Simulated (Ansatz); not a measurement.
A plane-wave DFT run in Ansatz 0.2.0 (scalar-relativistic PAW potentials unless the input names others): input and command.

```yaml
crystal:
  lattice:
    - [2.7220909952, 0.0, 0.0]
    - [-1.3610454976, 2.3573999532, 0.0]
    - [0.0, 0.0, 4.4451398472]
  atoms:
    - { symbol: Cu, position: [0.3333333333, 0.6666666667, 0.25] }
    - { symbol: Cu, position: [0.6666666667, 0.3333333333, 0.75] }
basis:
  ecutwfc: 420
  xc_grid: 4
kpoints:
  mp_grid: { grid: [24, 24, 12] }
hamiltonian:
  xc: pbe
  dispersion: d4
scf:
  occupations: { method: gaussian, width: 0.1 }
output:
  forces: true
  eigenvalues: true
  stress: true
```

```bash
ansatz run input.yaml --threads 1 --pin off --max-ram 2560MiB --backend cpu --events-out ev --progress --plain --runs-dir out
```

Abridged log:
```
Pseudopotentials: kind: paw
Pseudopotential: Cu, paw, valence charge 19, recommended cutoff 420 eV (normal)
Functional definition: PBE
Crystal: 2 atoms, lattice volume = 28.525 Å³
Basis set: ecut = 420 eV, 549 PW (Γ), exchange–correlation on 80×80×120 points (64 copies of the dense FFT grid, shifted against one another)
Bands: 23, of which v1, the nominal top of the filled ones, is band 19 counted from 1 (18 counted from 0)
Symmetry: 24 space group operations
Space group: P63/mmc (ITA 194), of the structure as read, at distance tolerance 3.1e-5 Å
k-points: 427 of 6912
Initial density: superposition of atomic densities (neutral atoms: chi_scale 0, normalization atom), corrected by the library's trained network
Initial wavefunctions: pseudopotential atomic-orbital guess
Functional: x = pbe(κ = 0.804, μ = 0.21951497), c = pbe(β = 0.06672455)
SCF iter   1: F=—  HF=-13251.005347 eV  |F-HF|=—  |Δ(HF+E_count)|=         —  Δρ=1.24e-3  dr2=1.72e-4  ethr=1.77e-3  ⟨swp⟩=4.6  Hψ=35856  notcnv=0
SCF iter   2: F=—  HF=-13251.005543 eV  |F-HF|=—  |Δ(HF+E_count)|=   1.96e-4  Δρ=6.04e-4  dr2=3.79e-5  ethr=4.54e-7  ⟨swp⟩=2.7  Hψ=22939  notcnv=0
SCF iter   3: F=—  HF=-13251.005577 eV  |F-HF|=—  |Δ(HF+E_count)|=   3.43e-5  Δρ=3.60e-4  dr2=1.57e-5  ethr=9.98e-8  ⟨swp⟩=2.6  Hψ=14268  notcnv=0
SCF iter   4: F=—  HF=-13251.005594 eV  |F-HF|=—  |Δ(HF+E_count)|=   1.67e-5  Δρ=4.96e-5  dr2=6.29e-7  ethr=4.12e-8  ⟨swp⟩=2.1  Hψ=13781  notcnv=0
SCF iter   5: F=—  HF=-13251.005594 eV  |F-HF|=—  |Δ(HF+E_count)|=   4.52e-8  Δρ=2.22e-5  dr2=1.42e-7  ethr=1.66e-9  ⟨swp⟩=1.0  Hψ=9971  notcnv=0
SCF iter   6: F=-13251.005594 eV  HF=-13251.005594 eV  |F-HF|=6.33e-9  |Δ(HF+E_count)|=  4.27e-10  Δρ=4.44e-6  dr2=3.44e-9  ethr=2.63e-10  ⟨swp⟩=4.4  Hψ=35466  notcnv=0
SCF 1 converged in 6 iterations: F = -13251.005594 eV  dr2 = 3.44e-9
SCF converged after 6 iterations
Free energy (F): -13251.005594 eV
Harris-Foulkes:  -13251.005594 eV  (|F-HF|=6.33e-9)
Internal energy: -13251.002148 eV  (E = F + TS)
E sigma→0 (E₀):  -13251.003871 eV
Entropy (-TS):   -0.003446 eV (-1.723 meV/atom)
Fermi energy:    13.089388 eV
  E_disp       = -0.940063  (pairwise vdW)
--- Forces (eV/Å), atoms counted from 1 ---
  atom   1  Cu     0.00000000     0.00000000     0.00000000
  atom   2  Cu     0.00000000     0.00000000     0.00000000
--- Stress (GPa, compression-positive) ---
      -20.831829       0.000000       0.000000
        0.000000     -20.831829       0.000000
        0.000000       0.000000     -20.332729
  P = ⅓ Tr σ = -20.6655 GPa (-206.655 kbar)
```

Apart from outputs and empty bands, the input differs from a reference run on usual settings in basis.xc_grid: not typed → 4; hamiltonian.dispersion: not typed → "d4". The reference, at the same geometry (not necessarily relaxed), gave pressure -15.70 GPa, largest force 0.000 eV/Å, no gap on the mesh. This run converged in 6 SCF iterations (reference: 6) with an energy at zero smearing 470 meV/atom below the reference's (the Hamiltonian itself differs), pressure -20.67 GPa, largest force 0.000 eV/Å, no gap on the mesh.

It took 4.2 s on 1 thread of AMD EPYC 9R45 (Zen 5), on a shared host, peak memory 0.57 GiB.